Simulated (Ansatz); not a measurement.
# Mo (Im-3m) in Ansatz: further runs

Runs on Mo. Level: r2SCAN. Tasks: single point, equation of state.

All numbers are computed with Ansatz 0.2.0; they aren't measurements. Logs are shortened: lines on timing, memory, paths and dates and some standing lists are left out, and cuts for length are marked.

### Step 1. The structure

It takes space group Im-3m (No. 229, cubic). Conventional cell: a = 3.168 Å, b = 3.168 Å, c = 3.168 Å, α = 90.00°, β = 90.00°, γ = 90.00°. Mo (site symmetry m-3m) has 8 Mo at 2.74 Å as nearest neighbours.

### Step 2. Single point, r2SCAN, 14.94 Å³/atom (volume scaled by 0.94)

Input file input.yaml:

```yaml
crystal:
  lattice:
    - [-1.5514772677, 1.5514772677, 1.5514772677]
    - [1.5514772677, -1.5514772677, 1.5514772677]
    - [1.5514772677, 1.5514772677, -1.5514772677]
  atoms:
    - { symbol: Mo, position: [0.0, 0.0, 0.0] }
hamiltonian:
  xc: r2scan
  pseudopotentials: { kind: paw }
kpoints:
  mp_grid: { grid: [12, 12, 12] }
scf:
  occupations: { method: fermi_dirac, width: 0.05 }
output:
  forces: true
  stress: true
  eigenvalues: true
```

Potentials or basis: Ansatz PAW.

Command:

```bash
> ansatz run input.yaml --threads 2 --pin off --max-ram 5632MiB --backend cpu --events-out ev --progress --plain --runs-dir out
```

Log:

```text
Warning: RAYON_NUM_THREADS=2 ignored (pool sized by the plan → 2); use --threads N
Engine: ansatz 0.2.0, aarch64-unknown-linux-gnu
Pseudopotentials: kind: paw
Pseudopotential: Mo, paw, valence charge 14, recommended cutoff 500 eV (meta_gga), Mo.paw.azcp
Functional definition: r2SCAN
  parameter k0 = 0.174
  parameter k1 = 0.065
  parameter a1 = 4.9479
  exchange = r2scan_x(k0 = k0, k1 = k1, a1 = a1)
  correlation = r2scan_c
Crystal: 1 atoms, lattice volume = 14.938 Å³
Basis set: ecut = 500 eV, 381 PW (Γ), exchange–correlation on 80×80×80 points (64 copies of the dense FFT grid, shifted against one another)
Bands: 11, of which v1, the nominal top of the filled ones, is band 7 counted from 1 (6 counted from 0)
Symmetry: 48 space group operations
Space group: Im-3m (ITA 229), of the structure as read, at distance tolerance 2.5e-5 Å
k-points: 72 of 1728
Non-local potential: Mo, projectors of the file, l = 0: 3, l = 1: 2, l = 2: 2, l = 3: 1
PAW form: soft (Blöchl's): semilocal exchange-correlation on the pseudo side does not see the compensation charge
PAW frozen core: Mo, regenerated for the run's functional (the file was generated under x = pbe(κ = 0.804, μ = 0.2195149727645171), c = pbe(β = 0.06672455060314922))
PAW one-centre angular grid: Mo, 590 points (default); XC on 160 Gauss nodes
Initial density: superposition of atomic densities (neutral atoms: chi_scale 0, normalization atom), corrected by the library's trained network
Initial wavefunctions: pseudopotential atomic-orbital guess
Functional: x = r2scan, c = r2scan; τ floored in thin density (d = 2e-4 eV/Å³)
SCF iter   1: F=—  HF=-4967.585677 eV  |F-HF|=—  |Δ(HF+E_count)|=         —  Δρ=9.20e-3  dr2=9.30e-3  dr2_τ=2.03e-2  ethr=1.77e-3  ⟨swp⟩=5.3  Hψ=4892  notcnv=0
preconditioner: auto → none  [metal: Δε(μ)=0.054 eV  Ē_g=9.200 eV  σ=0.050 eV  W_gap=0.26  n_scr=0 (ndim 8)  ℏωp=23.5 eV  f_vac=0.000  D(μ)=0.32/eV (n_scr^D=0)]
SCF iter   2: F=—  HF=-4967.586374 eV  |F-HF|=—  |Δ(HF+E_count)|=   6.97e-4  Δρ=3.12e-3  dr2=2.87e-4  dr2_τ=3.71e-4  ethr=6.64e-5  ⟨swp⟩=2.9  Hψ=2097  notcnv=0  defer=3
SCF iter   3: F=—  HF=-4967.586602 eV  |F-HF|=—  |Δ(HF+E_count)|=   2.28e-4  Δρ=1.32e-3  dr2=4.69e-5  dr2_τ=1.29e-5  ethr=2.05e-6  ⟨swp⟩=1.3  Hψ=907  notcnv=0  defer=3
SCF iter   4: F=—  HF=-4967.586653 eV  |F-HF|=—  |Δ(HF+E_count)|=   5.14e-5  Δρ=5.66e-5  dr2=1.59e-7  dr2_τ=4.11e-8  ethr=3.35e-7  ⟨swp⟩=2.9  Hψ=1322  notcnv=0  defer=3
iter 5 did not close the SCF: its close was put off for the readings that it lacked (scf_convergence_deferred on its scf_iter line)
SCF iter   5: F=-4967.586653 eV  HF=-4967.586653 eV  |F-HF|=1.26e-9  |Δ(HF+E_count)|=   7.61e-8  Δρ=5.96e-6  dr2=1.79e-9  dr2_τ=9.74e-10  ethr=1.14e-9  ⟨swp⟩=2.9  Hψ=1326  notcnv=0  defer=3
SCF iter   6: F=-4967.586653 eV  HF=-4967.586653 eV  |F-HF|=1.73e-11  |Δ(HF+E_count)|=   1.77e-9  Δρ=6.19e-7  dr2=1.61e-11  dr2_τ=3.56e-12  ethr=1.28e-11  ⟨swp⟩=2.0  Hψ=2438  notcnv=0
SCF 1 converged in 6 iterations: F = -4967.586653 eV  dr2 = 1.61e-11
SCF converged after 6 iterations
Free energy (F): -4967.586653 eV
Harris-Foulkes:  -4967.586653 eV  (|F-HF|=1.73e-11)
Internal energy: -4967.584194 eV  (E = F + TS)
E sigma→0 (E₀):  -4967.585424 eV
Entropy (-TS):   -0.002459 eV (-2.459 meV/atom)
Fermi energy:    22.163800 eV
--- Per-component energies (eV) ---
  E_band       = -52.363722
  E_kinetic    = 442.083900
  E_local      = -748.649394  (includes V_loc(G=0)·N_el)
  E_nonlocal   = 142.515660
  E_hartree    = 248.436277
  E_xc         = -179.291115
  E_vxc        = -257.460746  (∫ρ·V_xc dr)
  E_paw        = -3217.403520  (= ΣΔE_a)
  E_vpaw       = -144.782952  (= ΣTr[D̂ρ^β])
  E_aug_tail   = 0.000003  (compensation charges beyond the density's cutoff)
  E_vtau       = 17.057220  (kinetic-family band-sum trace: ∫τ·v_τ [+ j·A + Jᵃ·Aᵃ] dr)
  E_ewald      = -1655.054802
  E_core_change = -0.221204  (= ΣΔE_core)
  E_smearing   = -0.002459  (= −TS)
  E_closure    = -0.000000  (closes the sum)
  Σ components = -4967.586653   (vs F -4967.586653, Δ=0.00e0)
--- Forces (eV/Å), atoms counted from 1 ---
  atom   1  Mo    -0.00000000     0.00000000    -0.00000000
  max |Σ_I F_I| component: 1.80e-32 eV/Å
--- Stress (GPa, compression-positive) ---
       13.571239      -0.000000      -0.000000
       -0.000000      13.571239       0.000000
       -0.000000       0.000000      13.571239
  P = ⅓ Tr σ = 13.5712 GPa (135.712 kbar)
--- Band table (eV; the first three rows and the last of 72) ---
  k-point 0: bands = ["-41.0705", "-13.4087", "-13.4087", "-13.4087", "14.4094", "20.6783", "20.6783", "20.6783", "24.1793", "24.1793", "37.5580"]
  k-point 1: bands = ["-41.0477", "-13.5330", "-13.4464", "-13.4098", "14.7449", "20.4848", "20.6397", "20.9972", "23.9005", "24.1819", "37.8057"]
  k-point 2: bands = ["-40.9853", "-13.8650", "-13.5482", "-13.4126", "15.6201", "19.9951", "20.4740", "21.9231", "23.5094", "24.2193", "38.1899"]
  k-point 71: bands = ["-40.4825", "-14.5822", "-14.5822", "-14.5822", "16.1794", "16.1794", "26.5940", "26.5940", "26.5940", "32.0391", "32.0391"]
```

Wall time 0.98 s (2 threads of Arm Neoverse V2, shared host); peak memory 0.29 GiB.

What came out:

| Quantity | Value |
| --- | --- |
| Free energy | -4967.5867 eV |
| Pressure | 13.6 GPa |
| Band gap on the k mesh | none (metal or under the smearing width) |

Caveat: the PAW data sets come from PBE, with cores solved anew for the run's functional, which leaves a small shift of forces and pressure.

### Step 3. Single point, r2SCAN, 15.26 Å³/atom (volume scaled by 0.96)

Changes to input.yaml since step 2:

```diff
@@ -2,5 +2,5 @@
   lattice:
-    - [-1.5514772677, 1.5514772677, 1.5514772677]
-    - [1.5514772677, -1.5514772677, 1.5514772677]
-    - [1.5514772677, 1.5514772677, -1.5514772677]
+    - [-1.562403524, 1.562403524, 1.562403524]
+    - [1.562403524, -1.562403524, 1.562403524]
+    - [1.562403524, 1.562403524, -1.562403524]
   atoms:
```

Potentials or basis: Ansatz PAW.

Command:

```bash
> ansatz run input.yaml --threads 2 --pin off --max-ram 5632MiB --backend cpu --events-out ev --progress --plain --runs-dir out
```

It took 0.99 s on 2 threads of Arm Neoverse V2, shared host; peak memory 0.29 GiB.

It converged, with:

```
Free energy            : -4967.6068 eV
Pressure               : 6.9 GPa
Band gap on the k mesh : none (metal or under the smearing width)
```

Caveat: the PAW data sets come from PBE, with cores solved anew for the run's functional, which leaves a small shift of forces and pressure.

### Step 4. Single point, r2SCAN, 15.57 Å³/atom (volume scaled by 0.98)

Changes to input.yaml since step 3:

```diff
@@ -2,5 +2,5 @@
   lattice:
-    - [-1.562403524, 1.562403524, 1.562403524]
-    - [1.562403524, -1.562403524, 1.562403524]
-    - [1.562403524, 1.562403524, -1.562403524]
+    - [-1.5731790612, 1.5731790612, 1.5731790612]
+    - [1.5731790612, -1.5731790612, 1.5731790612]
+    - [1.5731790612, 1.5731790612, -1.5731790612]
   atoms:
```

Command:

```bash
> ansatz run input.yaml --threads 2 --pin off --max-ram 5632MiB --backend cpu --events-out ev --progress --plain --runs-dir out
```

It took 1 s on 2 threads of Arm Neoverse V2, shared host; peak memory 0.29 GiB.

It converged, with:

```yaml
Free_energy: -4967.6145 eV
Pressure: 0.9 GPa
Band_gap_on_the_k_mesh: none (metal or under the smearing width)
```

Caveat: the PAW data sets come from PBE, with cores solved anew for the run's functional, which leaves a small shift of forces and pressure.

### Step 5. Single point, r2SCAN, 15.89 Å³/atom

Changes to input.yaml since step 4:

```diff
@@ -2,5 +2,5 @@
   lattice:
-    - [-1.5731790612, 1.5731790612, 1.5731790612]
-    - [1.5731790612, -1.5731790612, 1.5731790612]
-    - [1.5731790612, 1.5731790612, -1.5731790612]
+    - [-1.5838089719, 1.5838089719, 1.5838089719]
+    - [1.5838089719, -1.5838089719, 1.5838089719]
+    - [1.5838089719, 1.5838089719, -1.5838089719]
   atoms:
```

Command:

```bash
> ansatz run input.yaml --threads 2 --pin off --max-ram 5632MiB --backend cpu --events-out ev --progress --plain --runs-dir out
```

Wall time 1.1 s (2 threads of Arm Neoverse V2, shared host); peak memory 0.32 GiB.

The run converged. Its results:

* Free energy: -4967.6108 eV
* Pressure: -4.5 GPa
* Band gap on the k mesh: none (metal or under the smearing width)

Caveat: the PAW data sets come from PBE, with cores solved anew for the run's functional, which leaves a small shift of forces and pressure.

### Step 6. Single point, r2SCAN, 16.21 Å³/atom (volume scaled by 1.02)

Changes to input.yaml since step 5:

```diff
@@ -2,5 +2,5 @@
   lattice:
-    - [-1.5838089719, 1.5838089719, 1.5838089719]
-    - [1.5838089719, -1.5838089719, 1.5838089719]
-    - [1.5838089719, 1.5838089719, -1.5838089719]
+    - [-1.5942980787, 1.5942980787, 1.5942980787]
+    - [1.5942980787, -1.5942980787, 1.5942980787]
+    - [1.5942980787, 1.5942980787, -1.5942980787]
   atoms:
```

Potentials or basis: Ansatz PAW.

Command:

```bash
> ansatz run input.yaml --threads 2 --pin off --max-ram 5632MiB --backend cpu --events-out ev --progress --plain --runs-dir out
```

Run time: 1.1 s. Hardware: 2 threads of Arm Neoverse V2, shared host; peak memory 0.32 GiB.

It converged, with:

```yaml
Free_energy: -4967.5970 eV
Pressure: -9.3 GPa
Band_gap_on_the_k_mesh: none (metal or under the smearing width)
```

Caveat: the PAW data sets come from PBE, with cores solved anew for the run's functional, which leaves a small shift of forces and pressure.

### Step 7. Single point, r2SCAN, 16.53 Å³/atom (volume scaled by 1.04)

Input file input.yaml:

```yaml
crystal:
  lattice:
    - [-1.6046509537, 1.6046509537, 1.6046509537]
    - [1.6046509537, -1.6046509537, 1.6046509537]
    - [1.6046509537, 1.6046509537, -1.6046509537]
  atoms:
    - { symbol: Mo, position: [0.0, 0.0, 0.0] }
hamiltonian:
  xc: r2scan
  pseudopotentials: { kind: paw }
kpoints:
  mp_grid: { grid: [12, 12, 12] }
scf:
  occupations: { method: fermi_dirac, width: 0.05 }
output:
  forces: true
  stress: true
  eigenvalues: true
  write_density: true
  write_potential: true
  elf: true
  volumetric_format: npy
```

Command:

```bash
> ansatz run input.yaml --threads 2 --pin off --max-ram 5632MiB --backend cpu --events-out ev --progress --plain --runs-dir out
```

It took 1.4 s on 2 threads of Arm Neoverse V2, shared host; peak memory 0.33 GiB.

The run converged. Its results:

```yaml
Free_energy: -4967.5741 eV
Pressure: -13.7 GPa
Band_gap_on_the_k_mesh: none (metal or under the smearing width)
```

Caveat: the PAW data sets come from PBE, with cores solved anew for the run's functional, which leaves a small shift of forces and pressure.

### Step 8. Single point, r2SCAN, 16.85 Å³/atom (volume scaled by 1.06)

Input file input.yaml:

```yaml
crystal:
  lattice:
    - [-1.614871936, 1.614871936, 1.614871936]
    - [1.614871936, -1.614871936, 1.614871936]
    - [1.614871936, 1.614871936, -1.614871936]
  atoms:
    - { symbol: Mo, position: [0.0, 0.0, 0.0] }
hamiltonian:
  xc: r2scan
  pseudopotentials: { kind: paw }
kpoints:
  mp_grid: { grid: [12, 12, 12] }
scf:
  occupations: { method: fermi_dirac, width: 0.05 }
output:
  forces: true
  stress: true
  eigenvalues: true
```

Command:

```bash
> ansatz run input.yaml --threads 2 --pin off --max-ram 5632MiB --backend cpu --events-out ev --progress --plain --runs-dir out
```

Wall time 1.2 s (2 threads of Arm Neoverse V2, shared host); peak memory 0.32 GiB.

It converged, with:

```yaml
Free_energy: -4967.5429 eV
Pressure: -17.6 GPa
Band_gap_on_the_k_mesh: none (metal or under the smearing width)
```

Caveat: the PAW data sets come from PBE, with cores solved anew for the run's functional, which leaves a small shift of forces and pressure.

### Step 9. Equation of state, r2SCAN

Potentials or basis: Ansatz PAW.

This step only gathers the single runs of the series.

Results:

```
Equilibrium volume                      : 15.62 Å³/atom
Bulk modulus                            : 275 GPa
Pressure derivative of the bulk modulus : 4.3
```

Energy against volume, from the lowest point:
| volume (Å³/atom) | energy (meV/atom) |
| --- | --- |
| 14.938 | 27.82 |
| 15.256 | 7.63 |
| 15.574 | 0.00 |
| 15.892 | 3.66 |
| 16.209 | 17.47 |
| 16.527 | 40.41 |
| 16.845 | 71.54 |

Caveat: the PAW data sets were made with another functional, which shifts forces and pressure a little.
